Q: All five rows describe the same silicon crystal with the same functional. Which one gives the smallest crystal, and is the difference worth a second look?

ABINIT plane-wave DFT calculations with the LDA functional for silicon (Fd-3m, 2-atom cell), without spin polarisation, on an 8×8×8 k mesh with Fermi-Dirac smearing of 0.05 eV. The basis column gives the plane-wave cutoff. Volume, bulk modulus and its pressure derivative (slope) come from a Birch-Murnaghan fit to static-lattice energies at seven volumes.

| potentials | basis | equilibrium volume (Å³/atom) | bulk modulus (GPa) | bulk modulus slope |
| --- | --- | --- | --- | --- |
| HGH LDA | 571 eV | 19.486 | 96.50 | 4.280 |
| PseudoDojo NC SR LDA v0.4 stringent | 435 eV | 19.621 | 96.30 | 4.320 |
| JTH PAW LDA v2.0 | 571 eV | 19.700 | 96.70 | 4.310 |
| JTH PAW LDA v2.0 | 408 eV | 19.701 | 96.80 | 4.320 |
| JTH PAW LDA v2.0 | 272 eV | 19.707 | 96.40 | 4.310 |

A: HGH gives the smallest. The equilibrium volume is the volume per atom at which the energy is lowest, and it is 19.486 Å³ with HGH against 19.700 Å³ with PAW at the same cutoff of 571 eV. HGH therefore falls short of PAW by 1.1 %. PseudoDojo lies between them, a little over a third of the way from PAW to HGH.

In length the effect looks harmless, because a change of volume is shared among three directions. The bond between neighbouring atoms shortens by only about 0.01 Å. Stress is less forgiving. The bulk modulus, which measures the resistance to uniform squeezing, is close to 97 GPa, so a change of one percent in volume corresponds to about 1 GPa. That is similar in size to the stress that chip makers build into strained silicon on purpose, although theirs acts along chosen directions and not equally from all sides.

Q: The runs start from a cell with a bond of 2.357 Å. Is that the bond length that these calculations predict?

A: No, it belongs to a cell that is stretched in all five rows. With PAW at 571 eV the energy is lowest at a bond of 2.339 Å, and the volume of the starting cell is 2.4 % too large. A crystal held at too large a volume pulls inward, which counts as a negative pressure.

The size of that pull follows from the volume, the modulus and the bulk modulus slope, which says how fast the modulus grows with pressure. For the starting cell it comes to −2.1 GPa with PAW and −3.1 GPa with HGH. The atoms sit in the same places in both cases, yet HGH pulls harder by about 1 GPa. The difference between the potentials is thus already there before any cell is relaxed.

Q: Could that simply be a matter of the basis? Perhaps HGH needs a higher cutoff.

A: PAW shows how little a cutoff can do here. The cutoff sets the finest ripple that the plane waves can describe, and lowering it from 571 to 272 eV enlarges the PAW volume by only 0.007 Å³. The step from PAW to HGH is about thirty times as large.

The reason is that a volume depends on differences of energy, not on the energy itself. The lower cutoff raises the PAW energy by about 3 meV per atom, but it does so almost equally at every volume. PAW smooths the valence waves near each nucleus, but the finest ripples are still needed mostly there, where the distance to the next atom matters little. An error that is nearly the same everywhere lifts the whole energy curve and leaves its minimum almost in place.

HGH was run at one cutoff, so for that row the argument is indirect. With an incomplete basis, the pressure computed directly at fixed basis lies below the one obtained from the slope of the energy. Near the minimum this gap is about 0.08 GPa for HGH and 0.10 GPa for PAW at 272 eV. The two bases thus seem to be incomplete to a similar degree, which suggests an error of the order of 0.01 Å³ in the HGH volume. A second HGH run at a higher cutoff would settle the point.

Q: Then the potential itself must do it. How can a potential make a crystal smaller?

A: It acts much like an outside pressure. Take the energy of the HGH crystal less that of the PAW crystal at the same volume. The bulk of this difference is a constant without meaning, since each potential has its own zero of energy. What counts is how the difference changes with volume, because the slope of an energy against volume is a pressure.

The computed energies at the two volumes on either side of 19.56 Å³ per atom give that slope. There HGH pulls inward by 1.07 GPa more than PAW does. So we may picture HGH silicon as PAW silicon in a press set to 1.07 GPa.

The picture gives the shrinkage at once. The loss of volume is the volume times the pressure divided by the bulk modulus, or 19.70 × 1.07 / 96.7 = 0.22 Å³. The table has 0.21 Å³. Both figures come from the same energy curves, so their agreement shows that the picture is a fair translation. It does not reveal where the pull comes from.

Q: A squeezed solid gets stiffer. Should HGH silicon then have the larger bulk modulus?

A: If the press were the whole story, it should. As the atoms are pushed together, the electrons have less room, their kinetic energy rises ever more steeply, and each further step of compression costs more. The Murnaghan relation puts this into a formula: B = B₀ (V₀/V)^B′. Here B₀, V₀ and B′ are the bulk modulus, the equilibrium volume and the bulk modulus slope of the PAW row at 571 eV, and V is the volume to which we squeeze.

Now put in the HGH volume. The ratio of the volumes is 19.700/19.486 = 1.011, and raised to the power 4.31 it becomes 1.048. Multiplied by the PAW modulus of 96.7 GPa, this gives 101.4 GPa.

The HGH row has 96.5 GPa, so the press predicts a modulus that is 5 % too high. The HGH crystal is smaller, but it is no stiffer. At equal volume it is in fact the softer of the two.

Q: What is wrong with the press?

A: It was assumed to push equally hard at every volume, and the real pull does not. Compared with PAW, the extra inward pull of HGH is 1.17 GPa near 19.16 Å³ per atom and only 0.74 GPa near 21.17 Å³. It grows as the crystal is compressed and fades as it expands. Whoever squeezes HGH silicon is helped by a pull that strengthens along the way, and this makes the crystal yield more easily.

The size of the help can be read from the same energies. Between 19.16 and 19.56 Å³ the pull drops by 0.10 GPa. A modulus is the change of pressure with volume, multiplied by the volume, so this softens the crystal by about 19.5 × 0.10 / 0.40 ≈ 5 GPa. That is the amount by which the constant press went wrong.

PseudoDojo repeats the pattern on a smaller scale. Its extra pull is weaker, it also fades on expansion, and at equal volume its crystal is softer than PAW silicon by 2 GPa. In both rows two effects nearly cancel: the smaller volume stiffens the crystal, and the growing pull softens it. The almost equal moduli in the table therefore don't mean that the potentials agree about silicon at a given volume.

Q: Where does a pull come from that grows on compression?

A: Part of the answer is general. Each potential replaces the ten inner electrons of silicon by a fixed core and leaves four valence electrons to form the bonds. When the atoms are far apart, the energy no longer depends on their distance, whichever potential is used, and so the difference in pressure must vanish. It can appear only when neighbours come close enough to reshape each other's valence electrons. As a rule, the closer they come, the more it matters how each potential treats the region near the core.

One likely contributor in the case of HGH is the exchange-correlation energy. This energy is not proportional to the electron density, so where core and valence electrons overlap, it can't be split exactly into a core part and a valence part. PAW keeps the density of the core in this term, while the standard HGH potential leaves it out. The omission does little harm as long as the valence electrons look as they do in the free atom, and more once bonding has changed them.

This argument explains why the potentials may part on compression, but it yields neither the direction nor the size of the shift. HGH and PAW also differ in other details of their construction, and these rows don't separate the causes. A clean test would use two potentials that are alike except for the core density. The same reasoning tells you where to be more careful: in sodium, for example, the core overlaps strongly with the single valence electron, and its treatment is known to matter.

Q: Suppose I need silicon data for a process model. Which digits may I use?

A: That depends on what you compare. As long as you stay with this PAW set, the volume is steady to about 0.01 Å³ against a change of cutoff. Once the potential may change as well, the uncertainty grows to about 0.2 Å³. For the bulk modulus, 96 to 97 GPa is a fair summary of the table. Its finer differences carry no message, because the PAW cutoff alone moves the modulus by 0.4 GPa.

Don't choose the potential by its closeness to experiment. The measured volume is roughly 20 Å³ per atom, and all five rows lie below it, as is usual for LDA. The calculation also leaves out the motion of the atoms, which swells a real crystal slightly. A potential should reproduce what the functional would give with all electrons treated explicitly, and a potential that happened to hit the measured volume would be hiding one error behind another.

For your model the most useful rule is to relax the cell with the same potential that you use afterwards. If you take the PAW cell and continue with HGH, the crystal starts under a tension of about 1 GPa that no process step has put there. A higher cutoff is not expected to remove it, but relaxing the cell again with HGH will.
